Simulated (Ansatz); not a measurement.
## MoS2 under changes of volume

One of the cells (17.864 Å³/atom); the others are scaled copies at fixed shape and fractional positions:

```
Mo S
1.0
     3.16900    0.00000    0.00000
    -1.58450    2.74443    0.00000
     0.00000    0.00000   12.32400
Mo S
2 4
Direct
  0.66667 0.33333 0.75000
  0.33333 0.66667 0.25000
  0.66667 0.33333 0.37700
  0.33333 0.66667 0.87700
  0.66667 0.33333 0.12300
  0.33333 0.66667 0.62300
```

- Program: Ansatz 0.2.0
- Functional: PBE
- Potentials or basis: Ansatz PAW
- Cutoff: 420 eV (not typed: the program's choice for these potentials)
- k mesh: 10 × 10 × 3
- Occupations: fermi-dirac, width 0.05 eV
- Spin: no spin polarisation

| volume (Å³/atom) | energy over the lowest point (meV/atom) | pressure (GPa) | gap on the mesh (eV) | largest force (eV/Å) |
| --- | --- | --- | --- | --- |
| 16.792 | 48.53 | 12.7 | 0.86 | 1.007 |
| 17.149 | 24.61 | 8.8 | 0.89 | 0.621 |
| 17.507 | ? | ? | ? | ? |
| 17.864 | 1.16 | 2.0 | 0.93 | 0.065 |
| 18.221 | 0.00 | -0.9 | 0.94 | 0.370 |
| 18.578 | 4.94 | -3.5 | 0.96 | 0.652 |
| 18.936 | 15.35 | -5.8 | 0.97 | 0.913 |

Q: What does the run at 17.507 Å³/atom give?

A: Energy over the lowest point 9.11 meV/atom; pressure 5.2 GPa; gap on the mesh 0.91 eV; largest force 0.264 eV/Å.

Worked out: A Birch-Murnaghan fit of order 3 (a polynomial in V^(-2/3)) to the other rows has its minimum at 18.11 Å³/atom with B0 = V·E''(V) = 143 GPa and B' = 4.5 at fixed shape and positions, which overstates the stiffness. It gives 9.08 meV/atom at 17.507 Å³/atom, against the run's 9.11, and -dE/dV = 5.2 GPa, against 5.2. A straight line through the other rows of the gap, of slope 0.903 eV per unit of ln V, gives 0.90 eV, against the run's 0.91.

Energies are extrapolated to zero smearing.

Caveats: odd divisions of the mesh miss points on the zone boundary, where band edges often lie, so the gap on the mesh can be too wide; this functional lacks dispersion, which binds the layers, so the pressure and a relaxed spacing across them are unreliable; forces of over 1 eV/Å show positions far from the minimum, so gaps and moduli don't describe the material at rest (some runs).

A mesh can miss the band edges. Spin-orbit coupling on Mo is left out.
